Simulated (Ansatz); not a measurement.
# Ti2O under changes of volume

One of the cells (11.596 Å³/atom); the others are scaled copies at fixed shape and fractional positions:

```
CELL_PARAMETERS angstrom
2.91940 0.00000 0.00000
-1.45970 2.52827 0.00000
0.00000 0.00000 4.71300
ATOMIC_POSITIONS crystal
Ti 0.33333 0.66667 0.72126
Ti 0.66667 0.33333 0.27874
O 0.00000 0.00000 0.00000
```

| Property | Result |
| --- | --- |
| Program | Ansatz 0.2.0 |
| Functional | r2SCAN |
| Potentials or basis | Ansatz PAW |
| Cutoff | 500 eV (not typed: the program's choice for these potentials) |
| k mesh | 10 × 10 × 6 |
| Occupations | fermi-dirac, width 0.05 eV |
| Spin | no spin polarisation |

```tsv
volume (Å³/atom)	energy over the lowest point (meV/atom)	pressure (GPa)	largest force (eV/Å)
10.900	86.34	25.4	1.060
11.132	54.01	19.4	1.059
11.364	?	?	?
11.596	13.40	9.0	1.043
11.828	3.62	4.6	1.030
12.059	0.00	0.5	1.016
12.291	1.92	-3.1	0.999
```

Task: What does the run at 11.364 Å³/atom give?

Result: Energy over the lowest point 29.95 meV/atom; pressure 13.9 GPa; largest force 1.053 eV/Å.

Worked out: A Birch-Murnaghan fit of order 3 (a polynomial in V^(-2/3)) to the other rows has its minimum at 12.09 Å³/atom with B0 = V·E''(V) = 198 GPa and B' = 4.1 at fixed shape and positions, which overstates the stiffness. It gives 29.96 meV/atom at 11.364 Å³/atom, against the run's 29.95, and -dE/dV = 13.9 GPa, against 13.9.

Energies are extrapolated to zero smearing.

Caveats: the PAW data sets come from PBE, with cores solved anew for the run's functional, which leaves a small shift of forces and pressure; forces of over 1 eV/Å show positions far from the minimum, so gaps and moduli don't describe the material at rest (some runs).
